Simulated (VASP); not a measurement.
# BeSe (F-43m) in VASP: a series of runs

The runs below take BeSe through relaxation of the atoms, with PBE+D3(BJ).

Everything below comes from runs of VASP 6.6.1. Logs are shortened: lines on timing, memory, paths and dates and some standing lists are left out, and cuts for length are marked.

### 1 The crystal as given

It takes space group F-43m (No. 216, cubic). The conventional cell has a = 5.113 Å, b = 5.113 Å, c = 5.113 Å, α = 90.00°, β = 90.00°, γ = 90.00°. Be (site symmetry -43m) has 4 Se at 2.21 Å as nearest neighbours. Se (site symmetry -43m) has 4 Be at 2.21 Å as nearest neighbours.

### 2 Relaxation of the atoms, PBE+D3(BJ) (a relaxed cell with its volume scaled by 0.98)

The input, INCAR:

```
SYSTEM = BeSe
PREC = Accurate
ENCUT = 600
EDIFF = 1E-7
ISMEAR = 0
SIGMA = 0.03
LREAL = .False.
LASPH = .True.
NELM = 80
ALGO = Normal
ISIF = 2
LWAVE = .False.
LCHARG = .False.
GGA = PE
IVDW = 12
IBRION = 2
NSW = 40
EDIFFG = -0.01
```

The input, KPOINTS:

```
regular mesh
0
Gamma
  10 10 10
  0 0 0
```

The input, POSCAR:

```
BeSe                                    
1.0
    0.0000000000      2.5392882661      2.5392882661
    2.5392882661      0.0000000000      2.5392882661
    2.5392882661      2.5392882661      0.0000000000
  Be              Se            
     1     1
Direct
     0.0000000000000000    0.0000000000000000    0.0000000000000000
     0.2500000000000000    0.2500000000000000    0.2500000000000000
```

Potentials or basis: VASP PAW PBE potentials, release 64 (Be, Se).

Started as:

```
cat potpaw_PBE.64/Be/POTCAR potpaw_PBE.64/Se/POTCAR > POTCAR
mpirun -np 1 vasp_std > vasp.out
```

OUTCAR:

```text
SYSTEM = BeSe
   PREC = Accurate
   ENCUT = 600
   EDIFF = 1E-7
   ISMEAR = 0
   LREAL = .False.
   LASPH = .True.
   NELM = 80
   ISIF = 2
   GGA = PE
   IVDW = 12
   IBRION = 2
   NSW = 40
   EDIFFG = -0.01
 IVDW          = 12

 ion  position               nearest neighbor table
   1  0.000  0.000  0.000-   2 2.20   2 2.20   2 2.20   2 2.20
   2  0.250  0.250  0.250-   1 2.20   1 2.20   1 2.20   1 2.20

  LATTYP: Found a face centered cubic cell.
 ALAT       =     5.0785765322

  Lattice vectors:

 A1 = (   0.0000000000,   2.5392882661,   2.5392882661)
 A2 = (   2.5392882661,   0.0000000000,   2.5392882661)
 A3 = (   2.5392882661,   2.5392882661,   0.0000000000)

Analysis of symmetry for initial positions (statically):
=====================================================================
 Subroutine PRICEL returns:
 Original cell was already a primitive cell.

 Routine SETGRP: Setting up the symmetry group for a
 face centered cubic supercell.

 Subroutine GETGRP returns: Found 24 space group operations
 (whereof 24 operations were pure point group operations)
 out of a pool of 48 trial point group operations.

The static configuration has the point symmetry T_d .

Analysis of symmetry for dynamics (positions and initial velocities):
=====================================================================
 Subroutine PRICEL returns:
 Original cell was already a primitive cell.

 Routine SETGRP: Setting up the symmetry group for a
 face centered cubic supercell.

 Subroutine GETGRP returns: Found 24 space group operations
 (whereof 24 operations were pure point group operations)
 out of a pool of 48 trial point group operations.

The dynamic configuration has the point symmetry T_d .

 Subroutine INISYM returns: Found 24 space group operations
 (whereof 24 operations are pure point group operations),
 and found     1 'primitive' translations

----------------------------------------------------------------------------------------

                                     Primitive cell

  volume of cell :      32.7466

  direct lattice vectors                    reciprocal lattice vectors
     0.000000000  2.539288266  2.539288266    -0.196905569  0.196905569  0.196905569
     2.539288266  0.000000000  2.539288266     0.196905569 -0.196905569  0.196905569
     2.539288266  2.539288266  0.000000000     0.196905569  0.196905569 -0.196905569

  length of vectors
     3.591095905  3.591095905  3.591095905     0.341050449  0.341050449  0.341050449

  position of ions in fractional coordinates (direct lattice)
     0.000000000  0.000000000  0.000000000
     0.250000000  0.250000000  0.250000000

  ion indices of the primitive-cell ions
   primitive index   ion index
                 1           1
                 2           2

----------------------------------------------------------------------------------------

 KPOINTS: regular mesh

Automatic generation of k-mesh.
 Grid dimensions read from file:
 generate k-points for:   10   10   10

 Generating k-lattice:

  Cartesian coordinates                     Fractional coordinates (reciprocal lattice)
    -0.019690557  0.019690557  0.019690557     0.100000000  0.000000000  0.000000000
     0.019690557 -0.019690557  0.019690557     0.000000000  0.100000000  0.000000000
     0.019690557  0.019690557 -0.019690557     0.000000000  0.000000000  0.100000000

  Length of vectors
     0.034105045  0.034105045  0.034105045

  Shift w.r.t. Gamma in fractional coordinates (k-lattice)
     0.000000000  0.000000000  0.000000000

 Subroutine IBZKPT returns following result:
 ===========================================

 Found     47 irreducible k-points:

 Following reciprocal coordinates:
            Coordinates               Weight
  0.000000  0.000000  0.000000      1.000000
  0.100000  0.000000  0.000000      8.000000
  0.200000  0.000000  0.000000      8.000000
  0.300000  0.000000  0.000000      8.000000
  0.400000  0.000000  0.000000      8.000000
  0.500000  0.000000  0.000000      4.000000
[... 16 lines left out ...]
  0.300000  0.300000  0.000000      6.000000
  0.400000  0.300000  0.000000     24.000000
 [... further k-points ...]
   k-points           NKPTS =     47   k-points in BZ     NKDIM =     47   number of bands    NBANDS=      8
   number of dos      NEDOS =    301   number of ions     NIONS =      2
   total plane-waves  NPLWV =  27000
   dimension x,y,z NGX =    30 NGY =   30 NGZ =   30
   dimension x,y,z NGXF=    60 NGYF=   60 NGZF=   60
   ions per type =               1   1
   NGX,Y,Z   is equivalent  to a cutoff of  13.89, 13.89, 13.89 a.u.
   NGXF,Y,Z  is equivalent  to a cutoff of  27.78, 27.78, 27.78 a.u.
 SYSTEM =  BeSe
   PREC   = accura    normal or accurate (medium, high low for compatibility)
   ISTART =      0    job   : 0-new  1-cont  2-samecut
   ICHARG =      2    charge: 1-file 2-atom 10-const
   ISPIN  =      1    spin polarized calculation?
   LNONCOLLINEAR =      F non collinear calculations
   LSORBIT =      F    spin-orbit coupling
   LASPH  =      T    aspherical Exc in radial PAW
   ENCUT  =  600.0 eV  44.10 Ry    6.64 a.u.   7.17  7.17  7.17*2*pi/ulx,y,z
   NELM   =     80;   NELMIN=  2; NELMDL= -5     # of ELM steps
   EDIFF  = 0.1E-06   stopping-criterion for ELM
   LREAL  =      F    real-space projection
   EDIFFG = -.1E-01   stopping-criterion for IOM
   NSW    =     40    number of steps for IOM
   IBRION =      2    ionic relax: 0-MD 1-quasi-New 2-CG
   NFREE  =      1    steps in history (QN), initial steepest desc. (CG)
   ISIF   =      2    stress and relaxation
   ISYM   =      2    0-nonsym 1-usesym 2-fastsym
   POTIM  = 0.5000    time-step for ionic-motion
   TEBEG  =    0.0;   TEEND  =   0.0 temperature during run
   PSTRESS=    0.0 pullay stress
   NELECT =       8.0000    total number of electrons
   NUPDOWN=      -1.0000    fix difference up-down
   EMIN   =  10.00;   EMAX   =-10.00  energy-range for DOS
   EFERMI =   0.00;   METHOD = LEGACY
   ISMEAR =     0;   SIGMA  =   0.03  broadening in eV -4-tet -1-fermi 0-gaus
   EFERMI_NEDOS =   21; number of points for ismear=-14 and -15
   IALGO  =     38    algorithm
   IMIX   =      4    mixing-type and parameters
     AMIX     =   0.40;   BMIX     =  1.00
     AMIX_MAG =   1.60;   BMIX_MAG =  1.00
  volume/ion in A,a.u.               =      16.37       110.49
  Fermi-wavevector in a.u.,A,eV,Ry     =   1.023410  1.933964 14.250296  1.047367
  Thomas-Fermi vector in A             =   2.157142
   LORBIT       =      0    0 simple, 1 ext, 2 COOP (PROOUT), +10 PAW based schemes
   GGA     = PE    functional components
   LHFCALC =     F    Hartree Fock is set to
   AEXX    =    0.0000 exact exchange contribution
   IVDW    =    12    specifies the selected vdW correction
   LEPSILON=     F    determine dielectric tensor
   LRPA    =     F    only Hartree local field effects (RPA)
 conjugate gradient relaxation of ions
 non-spin polarized calculation
 Gauss-broadening in eV      SIGMA  =   0.03
  energy-cutoff  :      600.00
  volume of cell :       32.75
 maximum number of plane-waves:      1106
 NGX is ok and might be reduce to    30
   NGX = 15   NGY = 15   NGZ = 15

 number of electron       7.9999999 magnetization

 Free energy of the ion-electron system (eV)
  ---------------------------------------------------
  ext. energy  EPLUGINS =         0.00000000
  ---------------------------------------------------
  free energy    TOTEN  =        -8.82863621 eV

  energy without entropy =       -8.82863621  energy(sigma->0) =       -8.82863621

 E-fermi :   3.8693     XC(G=0):  -9.5880

 val. band max:        3.7317039941   @ k =   0.0000   0.0000   0.0000
 cond. band min:       6.2662292343   @ k =   0.5000   0.5000   0.0000
 fundamental gap:      2.5345252401
 Fermi energy:         3.8692685958

 k-point     1 :       0.0000    0.0000    0.0000
  band No.  band energies     occupation
      1     -10.3239      2.00000
      2       3.7317      2.00000
      3       3.7317      2.00000
      4       3.7317      2.00000
      5       8.3871      0.00000
      6       8.7320      0.00000
      7       8.7320      0.00000
      8       8.7320      0.00000

 k-point     2 :       0.1000    0.0000    0.0000
  band No.  band energies     occupation
      1     -10.2191      2.00000
      2       2.7830      2.00000
      3       3.5811      2.00000
      4       3.5811      2.00000
      5       8.4447      0.00000
      6       8.9801      0.00000
      7       8.9801      0.00000
      8       9.6449      0.00000

 k-point     3 :       0.2000    0.0000    0.0000
  band No.  band energies     occupation
      1      -9.9213      2.00000
      2       1.0495      2.00000
      3       3.2455      2.00000
      4       3.2455      2.00000
      5       8.3796      0.00000
      6       9.4768      0.00000
      7       9.4768      0.00000
      8      11.4644      0.00000

 k-point     4 :       0.3000    0.0000    0.0000
  band No.  band energies     occupation
      1      -9.4915      2.00000
      2      -0.5884      2.00000
      3       2.9083      2.00000
      4       2.9083      2.00000
      5       8.2926      0.00000
      6       9.7578      0.00000
      7       9.7578      0.00000
      8      13.0494      0.00000

 k-point     5 :       0.4000    0.0000    0.0000
  band No.  band energies     occupation
      1      -9.0681      2.00000
      2      -1.7796      2.00000
      3       2.6771      2.00000
      4       2.6771      2.00000
      5       8.2254      0.00000
      6       9.7459      0.00000
      7       9.7459      0.00000
      8      13.7475      0.00000
[... 177 lines left out ...]
 k-point    22 :      -0.2000    0.2000    0.0000
  band No.  band energies     occupation
      1      -9.3456      2.00000
      2      -0.2617      2.00000
      3       1.2125      2.00000
      4       2.9717      2.00000
      5       9.1645      0.00000
      6      10.0996      0.00000
      7      10.5668      0.00000
      8      11.7568      0.00000

 k-point    23 :       0.3000    0.3000    0.0000
  band No.  band energies     occupation
      1      -9.2117      2.00000
      2       0.0080      2.00000
      3       1.6266      2.00000
      4       1.6266      2.00000
      5       7.1284      0.00000
      6       8.9820      0.00000
      7      12.8279      0.00000
      8      12.8279      0.00000

 k-point    24 :       0.4000    0.3000    0.0000
  band No.  band energies     occupation
      1      -8.8774      2.00000
      2      -0.7122      2.00000
      3       1.1195      2.00000
      4       1.3971      2.00000
      5       7.1412      0.00000
      6       8.8771      0.00000
      7      13.1912      0.00000
      8      13.4029      0.00000

 [... further k-points ...]

------------------------ aborting loop because EDIFF is reached ----------------------------------------

 Edisp (eV)   -0.65723

 E8    (eV) :    -0.2570

  FORCE on cell =-STRESS in cart. coord.  units (eV):
  Direction    XX          YY          ZZ          XY          YZ          ZX
  --------------------------------------------------------------------------------------
  -------------------------------------------------------------------------------------
  Total       0.35328     0.35328     0.35328     0.00000     0.00000    -0.00000
  in kB      17.28491    17.28491    17.28491     0.00000     0.00000    -0.00000
  external pressure =       17.28 kB  Pullay stress =        0.00 kB

 VOLUME and BASIS-vectors are now :
 -----------------------------------------------------------------------------
  energy-cutoff  :      600.00
  volume of cell :       32.75
      direct lattice vectors                 reciprocal lattice vectors
     0.000000000  2.539288266  2.539288266    -0.196905569  0.196905569  0.196905569
     2.539288266  0.000000000  2.539288266     0.196905569 -0.196905569  0.196905569
     2.539288266  2.539288266  0.000000000     0.196905569  0.196905569 -0.196905569

 POSITION                                       TOTAL-FORCE (eV/Angst)
 -----------------------------------------------------------------------------------
      0.00000      0.00000      0.00000        -0.000000      0.000000      0.000000
      1.26964      1.26964      1.26964         0.000000     -0.000000     -0.000000
 -----------------------------------------------------------------------------------
    total drift:                                0.000000      0.000000      0.000000

  FREE ENERGIE OF THE ION-ELECTRON SYSTEM (eV)
  ---------------------------------------------------
  free  energy   TOTEN  =        -9.4858623542 eV

  energy  without entropy=       -9.4858623542  energy(sigma->0) =       -9.48586235

 reached required accuracy - stopping structural energy minimisation
```

It took 8.6 s on 1 thread of AMD EPYC 9R45 (Zen 5), shared host; peak memory 0.16 GiB.

Results:

```
Free energy                : -9.4859 eV
Pressure after relaxing    : 1.7 GPa
Band gap on the k mesh     : 2.53 eV, indirect (least direct gap 4.66 eV)
Dispersion energy per atom : -0.329 eV
```

Final structure:
```
Be Se
1.0
     0.00000    2.53929    2.53929
     2.53929    0.00000    2.53929
     2.53929    2.53929    0.00000
Be Se
1 1
Direct
  0.00000 0.00000 0.00000
  0.25000 0.25000 0.25000
```

Caveat: the relaxation stopped at its first step, so nothing moved.

### 3 Relaxation of the atoms, PBE+D3(BJ)

INCAR is that of step 2.

KPOINTS is that of step 2.

The input, POSCAR:

```
BeSe                                    
1.0
    0.0000000000      2.5564461397      2.5564461397
    2.5564461397      0.0000000000      2.5564461397
    2.5564461397      2.5564461397      0.0000000000
  Be              Se            
     1     1
Direct
     0.0000000000000000    0.0000000000000000    0.0000000000000000
     0.2500000000000000    0.2500000000000000    0.2500000000000000
```

Potentials or basis: VASP PAW PBE potentials, release 64 (Be, Se).

Started as:

```
cat potpaw_PBE.64/Be/POTCAR potpaw_PBE.64/Se/POTCAR > POTCAR
mpirun -np 1 vasp_std > vasp.out
```

It took 8 s on 1 thread of AMD EPYC 9R45 (Zen 5), shared host; peak memory 0.15 GiB.

Results (log left out):

| Quantity | Value |
| --- | --- |
| Free energy | -9.4894 eV |
| Pressure after relaxing | 0.0 GPa |
| Band gap on the k mesh | 2.58 eV, indirect (least direct gap 4.50 eV) |
| Dispersion energy per atom | -0.322 eV |

Final structure:
```cif
data_structure
_symmetry_space_group_name_H-M 'P 1'
_symmetry_Int_Tables_number 1
_cell_length_a 3.6154
_cell_length_b 3.6154
_cell_length_c 3.6154
_cell_angle_alpha 60.000
_cell_angle_beta 60.000
_cell_angle_gamma 60.000
_cell_volume 33.41
loop_
_atom_site_label
_atom_site_type_symbol
_atom_site_fract_x
_atom_site_fract_y
_atom_site_fract_z
_atom_site_occupancy
Be1 Be 0.00000 0.00000 0.00000 1
Se1 Se 0.25000 0.25000 0.25000 1
```

Levels at points of the mesh, in eV from the valence-band top:
| k point | band 2 | band 3 | band 4 | band 5 | band 6 | band 7 |
| --- | --- | --- | --- | --- | --- | --- |
| (0.00, 0.00, 0.00) | 0.00 | 0.00 | 0.00 | 4.50 | 5.01 | 5.01 |
| (0.50, 0.00, 0.00) | -5.83 | -1.10 | -1.10 | 4.40 | 5.97 | 5.97 |
| (0.50, 0.50, 0.00) | -5.18 | -2.72 | -2.72 | 2.58 | 4.19 | 11.86 |

Caveat: the relaxation stopped at its first step, so nothing moved. A k mesh can miss the band edges.

### 4 Relaxation of the atoms, PBE+D3(BJ) (a relaxed cell with its volume scaled by 1.02)

INCAR is that of step 3.

KPOINTS is that of step 3.

The input, POSCAR:

```
BeSe                                    
1.0
    0.0000000000      2.5733767400      2.5733767400
    2.5733767400      0.0000000000      2.5733767400
    2.5733767400      2.5733767400      0.0000000000
  Be              Se            
     1     1
Direct
     0.0000000000000000    0.0000000000000000    0.0000000000000000
     0.2500000000000000    0.2500000000000000    0.2500000000000000
```

Started as:

```
cat potpaw_PBE.64/Be/POTCAR potpaw_PBE.64/Se/POTCAR > POTCAR
mpirun -np 1 vasp_std > vasp.out
```

Run time: 8 s. Hardware: 1 thread of AMD EPYC 9R45 (Zen 5), shared host; peak memory 0.16 GiB.

It converged, with:

| Item | Value |
| --- | --- |
| Free energy | -9.4862 eV |
| Pressure after relaxing | -1.5 GPa |
| Band gap on the k mesh | 2.63 eV, indirect (least direct gap 4.35 eV) |
| Dispersion energy per atom | -0.315 eV |

Final structure:
```
Be Se
1.0
     0.00000    2.57338    2.57338
     2.57338    0.00000    2.57338
     2.57338    2.57338    0.00000
Be Se
1 1
Cartesian
  0.0000 0.0000 0.0000
  1.2867 1.2867 1.2867
```

Levels at points of the mesh, in eV from the valence-band top:
```tsv
k point	band 1	band 2	band 3	band 4	band 5	band 6	band 7	band 8
(0.00, 0.00, 0.00)	-13.79	0.00	0.00	0.00	4.35	5.01	5.01	5.01
(0.50, 0.00, 0.00)	-12.45	-5.70	-1.07	-1.07	4.33	5.97	5.97	10.00
(0.50, 0.50, 0.00)	-11.99	-5.07	-2.65	-2.65	2.63	4.20	11.70	11.70
```

Caveat: the relaxation stopped at its first step, so nothing moved. A k mesh can miss the band edges.

### 5 Relaxation of the atoms, PBE+D3(BJ) (a relaxed cell with its volume scaled by 1.04)

INCAR is that of step 4.

KPOINTS is that of step 4.

The input, POSCAR:

```
BeSe                                    
1.0
    0.0000000000      2.5900874468      2.5900874468
    2.5900874468      0.0000000000      2.5900874468
    2.5900874468      2.5900874468      0.0000000000
  Be              Se            
     1     1
Direct
     0.0000000000000000    0.0000000000000000    0.0000000000000000
     0.2500000000000000    0.2500000000000000    0.2500000000000000
```

Started as:

```
cat potpaw_PBE.64/Be/POTCAR potpaw_PBE.64/Se/POTCAR > POTCAR
mpirun -np 1 vasp_std > vasp.out
```

It took 9 s on 1 thread of AMD EPYC 9R45 (Zen 5), shared host; peak memory 0.15 GiB.

The run converged. Its results:

```
Free energy                : -9.4768 eV
Pressure after relaxing    : -3.0 GPa
Band gap on the k mesh     : 2.67 eV, indirect (least direct gap 4.21 eV)
Dispersion energy per atom : -0.309 eV
```

Final structure:
```
Be Se
1.0
     0.00000    2.59009    2.59009
     2.59009    0.00000    2.59009
     2.59009    2.59009    0.00000
Be Se
1 1
Direct
  0.00000 0.00000 0.00000
  0.25000 0.25000 0.25000
```

Levels at points of the mesh, in eV from the valence-band top:
```tsv
k point	band 2	band 3	band 4	band 5	band 6	band 7
(0.00, 0.00, 0.00)	0.00	0.00	0.00	4.21	5.01	5.01
(0.50, 0.00, 0.00)	-5.57	-1.05	-1.05	4.26	5.96	5.96
(0.50, 0.50, 0.00)	-4.97	-2.58	-2.58	2.67	4.21	11.54
```

Caveat: the relaxation stopped at its first step, so nothing moved. A k mesh can miss the band edges.

(Part 1 of 2 ends here.)
